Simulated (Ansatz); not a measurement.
CdF2:

```xyz
3
Lattice="0.0000 2.6940 2.6940 2.6940 0.0000 2.6940 2.6940 2.6940 0.0000" Properties=species:S:1:pos:R:3 pbc="T T T"
Cd    0.0000    0.0000    0.0000
F     4.0410    4.0410    4.0410
F     1.3470    1.3470    1.3470
```

```yaml
Program: Ansatz 0.2.0
Task: single point
Functional: PBE
Potentials_or_basis: all-electron LAPW, scalar-relativistic
Cutoff: 317 eV (chosen from the basis error)
Basis_error_allowed: 0.001 eV/atom
k_mesh: 9 × 9 × 9
Occupations: fermi-dirac, width 0.05 eV
Spin: no spin polarisation
```

On this cell: pressure 5.4 GPa; largest force zero by symmetry; band gap on the k mesh 3.12 eV, indirect (least direct gap 3.60 eV).

The same run follows on a disturbed copy (atoms moved at random, drawn with an rms of 0.05 Å):

```
Cd F
1.0
     0.00000    2.69400    2.69400
     2.69400    0.00000    2.69400
     2.69400    2.69400    0.00000
Cd F
1 2
Cartesian
  0.0259 0.0315 0.0029
  4.0459 4.0797 4.0892
  1.2791 1.3784 1.3804
```

What changes?

The energy moves by +7.4 meV/atom; pressure 5.8 GPa; largest force 0.411 eV/Å; band gap on the k mesh 3.11 eV, indirect (least direct gap 3.54 eV).

Forces on the atoms (eV/Å):
```
Cd  -0.306  0.046  0.207
F   -0.099 -0.021 -0.150
F    0.406 -0.025 -0.057
```

Stress tensor (GPa, compression positive):
```
 5.85  0.11 -0.16
 0.11  5.80  0.75
-0.16  0.75  5.74
```

Caveats: an odd mesh through Γ misses points on the zone boundary, where band edges often lie.
